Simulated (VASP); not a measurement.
SiO$_{2}$ (strained rutile): a PBE single-point calculation in VASP

INCAR

```
IBRION = -1
PREC = Accurate
LWAVE = .FALSE.
ISIF = 2
LELF = .TRUE.
GGA = PE
NSW = 0
ENCUT = 520
EDIFF = 1E-7
NELM = 120
LCHARG = .TRUE.
LASPH = .TRUE.
ISMEAR = -1
NBANDS = 25
SIGMA = 0.02
LREAL = .FALSE.
```

KPOINTS

```
KPOINTS created by Atomic Simulation Environment
0
Gamma
6 6 10
0 0 0
```

KPOINTS_OPT

```
special points
6
Reciprocal
0.0000000000 0.0000000000 0.0000000000 1
0.0000000000 0.5000000000 0.0000000000 1
0.5000000000 0.5000000000 0.0000000000 1
0.0000000000 0.0000000000 0.5000000000 1
0.0000000000 0.5000000000 0.5000000000 1
0.5000000000 0.5000000000 0.5000000000 1
```

POSCAR

```
Si O
 1.0000000000000000
     4.1851887985999996    0.0000000000000000    0.0000000000000000
     0.0000000000000000    4.1851887985999996    0.0000000000000000
     0.0000000000000000    0.0000000000000000    2.5620862952999999
 Si  O
   2   4
Cartesian
  0.0000000000000000  0.0000000000000000  0.0000000000000000
  2.0925943992999998  2.0925943992999998  1.2810431476499999
  1.2797509969136254  1.2797509969136254  0.0000000000000000
  0.8128434023863741  3.3723453962136256  1.2810431476499999
  3.3723453962136256  0.8128434023863741  1.2810431476499999
  2.9054378016863738  2.9054378016863738  0.0000000000000000
```

VASP ran with the recommended PBE PAW datasets (32 valence electrons in the cell).

Command

```
mpirun -np 1 vasp_std
```

OSZICAR

```
N       E                     dE             d eps       ncg     rms          rms(c)
DAV:   1     0.137929285950E+03    0.13793E+03   -0.17812E+04  3056   0.124E+03
DAV:   2    -0.439586219257E+02   -0.18189E+03   -0.17573E+03  3779   0.284E+02
DAV:   3    -0.506321706797E+02   -0.66735E+01   -0.66472E+01  4061   0.517E+01
DAV:   4    -0.506731485009E+02   -0.40978E-01   -0.40969E-01  3432   0.474E+00
DAV:   5    -0.506734632198E+02   -0.31472E-03   -0.31468E-03  4056   0.391E-01    0.186E+01
DAV:   6    -0.458943969598E+02    0.47791E+01   -0.13092E+01  3837   0.246E+01    0.874E+00
DAV:   7    -0.459252660122E+02   -0.30869E-01   -0.92479E-01  3796   0.557E+00    0.308E+00
DAV:   8    -0.459380181178E+02   -0.12752E-01   -0.31181E-02  3732   0.150E+00    0.110E+00
DAV:   9    -0.459440195658E+02   -0.60014E-02   -0.10616E-02  3813   0.849E-01    0.267E-01
DAV:  10    -0.459441982367E+02   -0.17867E-03   -0.37199E-04  3860   0.145E-01    0.402E-02
DAV:  11    -0.459441966538E+02    0.15830E-05   -0.54459E-05  3816   0.542E-02    0.140E-02
DAV:  12    -0.459441981249E+02   -0.14711E-05   -0.41943E-06  3766   0.160E-02    0.290E-03
DAV:  13    -0.459441983984E+02   -0.27355E-06   -0.57458E-07  3897   0.540E-03    0.431E-03
DAV:  14    -0.459441983787E+02    0.19774E-07   -0.17068E-08  2437   0.980E-04
   1 F= -.45944198E+02 E0= -.45944198E+02  d E =-.191858E-12
       N       E                     dE             ncg
DAV:   1     0.474871480097E+04   -0.48204E+04      308
DAV:   2     0.372756310749E+04   -0.10212E+04      397
DAV:   3     0.369110641743E+04   -0.36457E+02      375
DAV:   4     0.369086423434E+04   -0.24218E+00      357
DAV:   5     0.369086210807E+04   -0.21263E-02      384
DAV:   6     0.369086207553E+04   -0.32532E-04      374
DAV:   7     0.369086207487E+04   -0.66653E-06      392
DAV:   8     0.369086207485E+04   -0.17608E-07      276
```

From OUTCAR

```
k-points           NKPTS =     60   k-points in BZ     NKDIM =     60   number of bands    NBANDS=     25

   NELECT =      32.0000    total number of electrons

   dimension x,y,z NGX =    32 NGY =   32 NGZ =   20
   dimension x,y,z NGXF=    64 NGYF=   64 NGZF=   40

  energy-cutoff  :      520.00
  volume of cell :       44.88
      direct lattice vectors                 reciprocal lattice vectors
     4.185188799  0.000000000  0.000000000     0.238937847  0.000000000  0.000000000
     0.000000000  4.185188799  0.000000000     0.000000000  0.238937847  0.000000000
     0.000000000  0.000000000  2.562086295     0.000000000  0.000000000  0.390306916

 k-points in reciprocal lattice and weights: KPOINTS created by Atomic Simulation Env
   0.00000000  0.00000000  0.00000000       0.003
   0.16666667  0.00000000  0.00000000       0.011
   0.33333333  0.00000000  0.00000000       0.011
   0.50000000  0.00000000  0.00000000       0.006
   0.16666667  0.16666667  0.00000000       0.011
   0.33333333  0.16666667  0.00000000       0.022
   0.50000000  0.16666667  0.00000000       0.011
   0.33333333  0.33333333  0.00000000       0.011
   ...

 E-fermi :   9.1500

 k-point     1 :       0.0000    0.0000    0.0000
  band No.  band energies     occupation
      1     -14.3065      2.00000
      2     -10.5806      2.00000
      3     -10.5806      2.00000
      4     -10.4042      2.00000
      5      -2.4233      2.00000
      6       1.8368      2.00000
      7       1.8368      2.00000
      8       2.1218      2.00000
      9       3.3523      2.00000
     10       3.6659      2.00000
     11       5.7020      2.00000
     12       5.7020      2.00000
     13       6.3721      2.00000
     14       7.7411      2.00000
     15       7.7411      2.00000
     16       8.6823      2.00000
     17      15.0820      0.00000
     18      16.2426      0.00000
     19      18.1108      0.00000
     20      18.1108      0.00000
     21      19.8703      0.00000
     22      21.4813      0.00000
     23      23.1648      0.00000
     24      23.1648      0.00000
     25      24.7715      0.00000

 k-point     2 :       0.1667    0.0000    0.0000
  band No.  band energies     occupation
      1     -14.1604      2.00000
      2     -11.2954      2.00000
      3     -10.5047      2.00000
      4      -9.9955      2.00000
      5      -2.2587      2.00000
      6       1.1111      2.00000
      7       1.9568      2.00000
      8       2.6504      2.00000
      9       3.7684      2.00000
     10       3.9308      2.00000
     11       5.4867      2.00000
     12       5.7628      2.00000
     13       6.3854      2.00000
     14       7.1366      2.00000
     15       7.6877      2.00000
     16       8.4614      2.00000
     17      15.4993      0.00000
     18      16.4855      0.00000
     19      18.0791      0.00000
     20      18.1740      0.00000
     21      20.3654      0.00000
     22      21.6987      0.00000
     23      22.3621      0.00000
     24      22.5580      0.00000
     25      24.5952      0.00000

 k-point     3 :       0.3333    0.0000    0.0000
  band No.  band energies     occupation
      1     -13.7328      2.00000
      2     -12.2060      2.00000
      3     -10.3009      2.00000
      4      -9.8865      2.00000
      5      -1.7788      2.00000
      6      -0.0084      2.00000
      7       2.7088      2.00000
      8       3.6422      2.00000
      9       4.0622      2.00000
     10       4.4900      2.00000
     11       5.0204      2.00000
     12       5.7868      2.00000
     13       5.9266      2.00000
     14       6.3168      2.00000
     15       7.5623      2.00000
     16       7.9118      2.00000
     17      16.4270      0.00000
     18      17.1222      0.00000
     19      18.2708      0.00000
     20      18.4583      0.00000
     21      20.0933      0.00000
     22      20.8777      0.00000
     23      22.3287      0.00000
     24      22.8066      0.00000
     25      24.0920      0.00000

 k-point     4 :       0.5000    0.0000    0.0000
  band No.  band energies     occupation
      1     -13.0581      2.00000
      2     -13.0581      2.00000
      3     -10.0474      2.00000
      4     -10.0474      2.00000
      5      -1.0122      2.00000
      6      -1.0122      2.00000
      7       3.9447      2.00000
      8       3.9447      2.00000
      9       4.5051      2.00000
     10       4.5051      2.00000
     11       4.6106      2.00000
     12       4.6106      2.00000
     13       6.1387      2.00000
     14       6.1387      2.00000
     15       7.5347      2.00000
     16       7.5347      2.00000
     17      17.3164      0.00000
     18      17.3164      0.00000
     19      18.6143      0.00000
     20      18.6143      0.00000
     21      19.6684      0.00000
     22      19.6684      0.00000
     23      23.3182      0.00000
     24      23.3182      0.00000
     25      23.7370      0.00000

 k-point     5 :       0.1667    0.1667    0.0000
  band No.  band energies     occupation
      1     -14.0179      2.00000
      2     -11.4944      2.00000
      3     -10.6759      2.00000
      4      -9.8836      2.00000
      5      -2.0577      2.00000
      6       1.0940      2.00000
      7       1.7543      2.00000
      8       2.9463      2.00000
      9       3.8687      2.00000
     10       4.2953      2.00000
     11       5.4500      2.00000
     12       5.6740      2.00000
     13       6.3676      2.00000
     14       6.8003      2.00000
     15       7.4324      2.00000
     16       8.2876      2.00000
     17      15.7767      0.00000
     18      16.7502      0.00000
     19      17.8456      0.00000
     20      18.6198      0.00000
     21      20.6141      0.00000
     22      21.8511      0.00000
     23      21.9236      0.00000
     24      22.2886      0.00000
     25      24.6130      0.00000

 k-point     6 :       0.3333    0.1667    0.0000
  band No.  band energies     occupation
      1     -13.6034      2.00000
      2     -12.1774      2.00000
      3     -10.5602      2.00000
      4      -9.9617      2.00000
      5      -1.5022      2.00000
      6       0.2771      2.00000
      7       2.4140      2.00000
      8       3.8136      2.00000
      9       4.1554      2.00000
     10       4.5011      2.00000
     11       5.0710      2.00000
     12       5.7869      2.00000
     13       5.7984      2.00000
     14       6.2503      2.00000
     15       7.2368      2.00000
     16       7.8048      2.00000
     17      16.4123      0.00000
     18      17.3224      0.00000
     19      18.1124      0.00000
     20      18.9921      0.00000
     21      20.1932      0.00000
     22      21.0796      0.00000
     23      22.5483      0.00000
     24      22.5664      0.00000
     25      23.9996      0.00000

 k-point     7 :       0.5000    0.1667    0.0000
  band No.  band energies     occupation
      1     -12.9585      2.00000
      2     -12.9585      2.00000
      3     -10.2499      2.00000
      4     -10.2499      2.00000
      5      -0.6885      2.00000
      6      -0.6885      2.00000
      7       3.6029      2.00000
      8       3.6029      2.00000
      9       4.5838      2.00000
     10       4.5838      2.00000
     11       4.8503      2.00000
     12       4.8503      2.00000
     13       6.0325      2.00000
     14       6.0325      2.00000
     15       7.3508      2.00000
     16       7.3508      2.00000
     17      17.1596      0.00000
     18      17.1596      0.00000
     19      18.8487      0.00000
     20      18.8487      0.00000
     21      20.1045      0.00000
     22      20.1045      0.00000
     23      23.3488      0.00000
     24      23.3488      0.00000
     25      23.5466      0.00000

 k-point     8 :       0.3333    0.3333    0.0000
  band No.  band energies     occupation
      1     -13.2359      2.00000
      2     -12.2662      2.00000
      3     -10.8574      2.00000
      4     -10.2804      2.00000
      5      -0.7942      2.00000
      6       0.6673      2.00000
      7       2.0865      2.00000
      8       3.9384      2.00000
      9       4.4174      2.00000
     10       4.4685      2.00000
     11       5.0904      2.00000
     12       5.6186      2.00000
     13       5.9503      2.00000
     14       6.0477      2.00000
     15       6.6464      2.00000
     16       7.3837      2.00000
     17      16.5793      0.00000
     18      17.3581      0.00000
     19      18.6292      0.00000
     20      19.4867      0.00000
     21      20.4054      0.00000
     22      21.5357      0.00000
     23      22.2147      0.00000
     24      23.2185      0.00000
     25      23.4361      0.00000

 ...

  Total        5.0214098      5.0214098     12.8262728      0.0000000      0.0000000      0.0000000
  in kB      179.2719666    179.2719666    457.9174509      0.0000000      0.0000000      0.0000000
  external PRESSURE =     272.1537947 kB  Pullay stress =       0.0000000 kB

 POSITION                                       TOTAL-FORCE (eV/Angst)
 -----------------------------------------------------------------------------------
      0.00000      0.00000      0.00000         0.000000     -0.000000     -0.000000
      2.09259      2.09259      1.28104         0.000000     -0.000000     -0.000000
      1.27975      1.27975      0.00000        -0.116403     -0.116403      0.000000
      0.81284      3.37235      1.28104         0.116403     -0.116403      0.000000
      3.37235      0.81284      1.28104        -0.116403      0.116403     -0.000000
      2.90544      2.90544      0.00000         0.116403      0.116403     -0.000000
 -----------------------------------------------------------------------------------
    total drift:                                0.000000     -0.000000      0.000000

  FREE ENERGIE OF THE ION-ELECTRON SYSTEM (eV)
  ---------------------------------------------------
  free  energy   TOTEN  =       -45.9441983787 eV

  energy  without entropy=      -45.9441983787  energy(sigma->0) =      -45.94419838
```

- gap between bands v and c: 6.40 eV
- least direct gap: 6.40 eV
- pressure: 27.2 GPa
- largest force: 0.16 eV/Å

Band v is the last that the valence electrons fill when counted band by band, and c is the next.

The run took about 42 s on one core of a shared host (Intel Xeon Platinum 8488C) and held 0.21 GiB at most.
